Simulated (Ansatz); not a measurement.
## TaSi$_{2}$: random displacements

Computed with DFT PBE, scalar-relativistic, plane waves, PAW (Ansatz). Cutoff 420 eV, Γ-centred 9×9×6 k-points, Gaussian smearing of 0.15 eV. Spin–orbit coupling is left out, which can shift energies with elements as heavy as these. No spin polarisation. Energies are free energies at this smearing, counted from the undisturbed cell; pressure is positive in compression.

Reference structure (relaxed at this level; it needn't be the usual structure):

```xyz
9
Lattice="4.8051 0.0000 0.0000 -2.4026 4.1613 0.0000 0.0000 0.0000 6.5989" Properties=species:S:1:pos:R:3 pbc="T T T"
Ta    2.4026    0.0000    3.2994
Ta    1.2013    2.0807    5.4991
Ta   -1.2013    2.0807    1.0998
Si    0.0000    1.3226    3.2994
Si    3.6597    0.6613    5.4991
Si    1.2571    3.5000    1.0998
Si    2.4026    2.8387    3.2994
Si   -1.2571    3.5000    5.4991
Si    1.1454    0.6613    1.0998
```

The atoms are displaced (Å, in the unstrained cell):

```
atom ux uy uz
 Ta1  -0.010   0.039   0.010
 Ta2  -0.022  -0.038   0.054
 Ta3  -0.022  -0.002   0.036
 Si4  -0.006   0.021  -0.006
 Si5  -0.042  -0.013  -0.010
 Si6  -0.015   0.000  -0.088
 Si7   0.060  -0.013  -0.005
 Si8   0.031   0.014   0.005
 Si9   0.027  -0.007   0.004
```

The cell is not strained.

(1) What are the energy change, the stress and the forces?

Answers

(1) ΔE = 21.3 meV/atom; stress (xx, yy, zz, yz, xz, xy; compression positive) (-0.34, 0.82, 1.69, 0.18, 0.61, -0.02) GPa.
```
atom Fx (eV/Å) Fy Fz
 Ta1       0.33  -0.57  -0.32
 Ta2       0.34   0.43  -1.25
 Ta3       0.33  -0.16  -0.94
 Si4       0.25  -0.14   0.20
 Si5       0.40   0.22   0.18
 Si6       0.06   0.28   1.23
 Si7      -0.89   0.34   0.53
 Si8      -0.42  -0.32   0.14
 Si9      -0.40  -0.07   0.24
```